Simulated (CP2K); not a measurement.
# Rb under changes of volume

One of the cells (95.352 Å³/atom); the others are scaled copies at fixed shape and fractional positions:

```
Rb
1.0
     4.99157    0.00000    0.00000
    -2.00353    4.57183    0.00000
    -1.49402   -2.28592    4.17831
Rb
1
Direct
  0.00000 0.00000 0.00000
```

This isn't the form of Rb at room conditions, which is bcc.

```yaml
Program: CP2K 2026.2
Functional: PBE
Potentials_or_basis: POTENTIAL_UZH Rb GTH-PBE-q9; TZVP-MOLOPT-PBE-GTH basis
Density_cutoff: 6123 eV
k_mesh: 7 × 7 × 7
Occupations: fermi-dirac, width 0.05 eV
Spin: no spin polarisation
```

```csv
volume (Å³/atom),energy over the lowest point (meV/atom),pressure (GPa)
89.631,0.39,0.1
91.538,0.00,0.0
93.445,?,?
95.352,1.28,-0.1
97.259,2.79,-0.1
99.166,4.85,-0.2
101.073,7.39,-0.2
```

Q: What does the run at 93.445 Å³/atom give?

A: Energy over the lowest point 0.32 meV/atom; pressure -0.1 GPa.

Worked out: A Birch-Murnaghan fit of order 3 (a polynomial in V^(-2/3)) to the other rows has its minimum at 91.60 Å³/atom with B0 = V·E''(V) = 2.8 GPa and B' = 3.4 at fixed shape and positions, which overstates the stiffness. It gives 0.32 meV/atom at 93.445 Å³/atom, against the run's 0.32, and -dE/dV = -0.1 GPa, against -0.1.

Energies are extrapolated to zero smearing.

Caveats: the basis of atomic orbitals isn't converged, which shifts pressures, moduli and gaps.
